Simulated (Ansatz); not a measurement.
Runs of Ansatz 0.2.0 on Sc. Symmetry: P6_3/mmc, No. 194, hexagonal system. Conventional cell: a = 3.309 Å, b = 3.309 Å, c = 5.273 Å, α = 90.00°, β = 90.00°, γ = 120.00°. Around Sc (site symmetry -6m2) lie 12 Sc at 3.26 to 3.31 Å. 

```tsv
task	level	potentials or basis	spin	k mesh	cutoff (eV)	smearing	gap on the mesh (eV)	pressure (GPa)
density of states	PBE0	Ansatz PAW	off	7 × 7 × 4	420	gaussian 0.05 eV	none	-
density of states	PBEsol+D4	SSSP precision PAW	off	9 × 9 × 5	1225	cold 0.1 eV	none	-3.8
electrostatic potential	LDA	SSSP efficiency PAW	collinear, antiferromagnetic start	9 × 9 × 5	1225	tetrahedron	none	-5.3
single point	RPBE	Ansatz PAW	off	9 × 9 × 5	420	gaussian 0.05 eV	none	(a)
```

Alike in all rows: cell as given.

Problem. Fill in the values left out.

Solution. (a) 1.3.

Caveats: the PAW data sets come from PBE, with cores solved anew for the run's functional, which leaves a small shift of forces and pressure (some runs); pairwise dispersion overbinds metals, which lowers pressure and volume (some runs); the potentials were made for another functional, which shifts forces and pressure (some runs).

A k mesh can miss the band edges.

A gap of «none» marks a metal or a gap under the smearing width.

Not every run made on this cell is shown here.
